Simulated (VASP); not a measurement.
Crystal: Sb.

```
CELL_PARAMETERS angstrom
3.19798 0.02055 0.03145
0.04109 6.13957 -0.00080
0.06291 -0.00080 6.05975
ATOMIC_POSITIONS crystal
Sb 0.00412 0.99406 0.25782
Sb 0.98851 0.00105 0.75295
Sb 0.98357 0.49062 0.23297
Sb 0.02380 0.51427 0.75627
```

The cell isn't the ideal one: cell x4, atoms moved at random (sigma 0.1 Å) and cell strained at random (1.5 %), then relaxed without symmetry.

| Item | Value |
| --- | --- |
| Program | VASP 6.6.1 |
| Task | relaxation of cell and atoms |
| Functional | PBE |
| Potentials or basis | VASP PAW PBE potentials, release 64 (Sb) |
| Cutoff | 600 eV |
| k mesh | 8 × 4 × 4 |
| Occupations | gaussian, width 0.2 eV |
| Spin | no spin polarisation |

At the start: pressure 1.5 GPa; volume 29.74 Å³/atom.

Q: How do energy, volume and symmetry change on relaxing?

A: Over 11 steps the energy falls by 24.1 meV/atom and the volume is 30.24 Å³/atom (+1.7 %); space group P1 (No. 1, to 0.05 Å).

The path:
```tsv
step	energy change (eV)	largest force (eV/Å)	pressure (GPa)	volume (Å³)
1	0.0000	0.3087	1.54	118.96
2	-0.0760	0.0592	-1.14	123.81
3	-0.0833	0.0582	-0.61	122.62
4	-0.0872	0.0773	0.17	120.86
5	-0.0874	0.0739	0.02	121.17
6	-0.0879	0.0714	0.03	121.14
7	-0.0895	0.0661	0.03	121.03
8	-0.0923	0.0570	0.06	120.82
9	-0.0957	0.0318	0.18	120.40
10	-0.0963	0.0234	-0.18	121.16
11	-0.0964	0.0250	-0.09	120.98
```

Final structure:
```yaml
crystal:
  lattice:
    - [3.11681, -0.00146, 0.01285]
    - [-0.00396, 6.23222, -0.03553]
    - [0.02300, -0.03568, 6.22825]
  atoms:
    - { symbol: Sb, position: [0.99886, 0.99538, 0.25147] }
    - { symbol: Sb, position: [0.99688, 0.00244, 0.75344] }
    - { symbol: Sb, position: [0.99481, 0.49718, 0.24533] }
    - { symbol: Sb, position: [0.00945, 0.50500, 0.74976] }
```
